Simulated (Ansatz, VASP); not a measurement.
## Pd in VASP and in Ansatz

```xyz
2
Lattice="2.7862 0.0000 0.0000 -1.3931 2.4129 0.0000 0.0000 0.0000 4.6790" Properties=species:S:1:pos:R:3 pbc="T T T"
Pd    0.0000    1.6086    1.1697
Pd    1.3931    0.8043    3.5092
```

Alike in both runs: functional revPBE; k mesh 13 × 13 × 7; occupations fermi-dirac, width 0.05 eV; collinear spin.

Ansatz relaxed the structure, and its values are those at the end. VASP's run is a single point on that final structure, the one shown.

```csv
,VASP,Ansatz
version,VASP 6.6.1,Ansatz 0.2.0
potentials or method,"VASP PAW PBE potentials, release 64 (Pd)","plane waves (420 eV) with PAW, scalar-relativistic"
plane-wave cutoff (eV),520,420
valence electrons in the cell,20,36
```

|  | VASP | Ansatz | Ansatz less VASP |
| --- | --- | --- | --- |
| pressure (GPa) | -0.3 | 0.0 | +0.24 |
| net moment per atom (μB) | 0.00 | 0.00 | 0.000 |

The functional is the same, so the differences come from potentials, cutoffs and numerics. The two sets of potentials don't hold the same shells in valence. Ansatz warned: «seeded_moment_not_kept».

Caveats: the PAW data sets were made with another functional, which shifts forces and pressure a little (VASP).
